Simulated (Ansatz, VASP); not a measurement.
## KTaO3 in VASP and in Ansatz

INCAR

```
SYSTEM = KTaO3
  PREC = Accurate
  ENCUT = 520
  EDIFF = 1E-6
  ISMEAR = -1
  SIGMA = 0.05
  LREAL = .FALSE.
  LASPH = .TRUE.
  NELM = 80
  ALGO = Normal
  ISIF = 2
  LWAVE = .FALSE.
  LCHARG = .FALSE.
  GGA = PE
  NBANDS = 27
```

Contents of KPOINTS:

```
Automatic mesh
0
G
  7 7 7
  0 0 0
```

File POSCAR:

```
KTaO3
1.0
    3.9883000000      0.0000000000      0.0000000000
    0.0000000000      3.9883000000      0.0000000000
    0.0000000000      0.0000000000      3.9883000000
Ta K O
1 1 3
Direct
    0.0000000000      0.0000000000      0.0000000000
    0.5000000000      0.5000000000      0.5000000000
    0.0000000000      0.0000000000      0.5000000000
    0.0000000000      0.5000000000      0.0000000000
    0.5000000000      0.0000000000      0.0000000000
```

Contents of input.yaml:

```yaml
crystal:
  lattice:
    - [3.9883, 0.0, 0.0]
    - [0.0, 3.9883, 0.0]
    - [0.0, 0.0, 3.9883]
  atoms:
    - { symbol: Ta, position: [0.0, 0.0, 0.0] }
    - { symbol: K, position: [0.5, 0.5, 0.5] }
    - { symbol: O, position: [0.0, 0.0, 0.5] }
    - { symbol: O, position: [0.0, 0.5, 0.0] }
    - { symbol: O, position: [0.5, 0.0, 0.0] }
hamiltonian:
  xc: pbe
  pseudopotentials: { kind: paw }
kpoints:
  mp_grid: { grid: [7, 7, 7] }
  band_path:
    path:
      - [[0.0, 0.0, 0.0], [0.0, 0.5, 0.0], [0.5, 0.5, 0.0], [0.0, 0.0, 0.0], [0.5, 0.5, 0.5], [0.0, 0.5, 0.0]]
      - [[0.5, 0.5, 0.0], [0.5, 0.5, 0.5]]
    npoints: 14
scf:
  occupations: { method: fermi_dirac, width: 0.05 }
  n_extra_bands: 12
output:
  forces: true
  stress: true
  eigenvalues: true
  fatbands: false
```

Alike in both runs: functional PBE; k mesh 7 × 7 × 7; occupations fermi-dirac, width 0.05 eV; no spin polarisation.

```csv
,VASP,Ansatz
version,VASP 6.6.1,Ansatz 0.2.0
potentials or method,"VASP PAW PBE potentials, release 64 (Ta_pv, K_sv, O)",Ansatz PAW
plane-wave cutoff (eV),520,420
valence electrons in the cell,38,40
task,single point,band structure
```

```csv
,VASP,Ansatz,Ansatz less VASP
gap on the k mesh at the Fermi level (eV),2.23,2.28,+0.047
least direct gap on the mesh (eV),2.80,2.83,+0.036
pressure (GPa),6.1,5.4,-0.67
```

The two sets of potentials don't hold the same shells in valence.

Caveats: spin-orbit coupling is left out, which moves the levels of the heavy elements; an odd mesh through Γ misses points on the zone boundary, where band edges often lie (VASP); the k mesh misses the band edges, so the gap on the mesh is wider than the one along the path (Ansatz); the pressure holds a Pulay correction of +0.6 GPa for the finite cutoff (Ansatz).
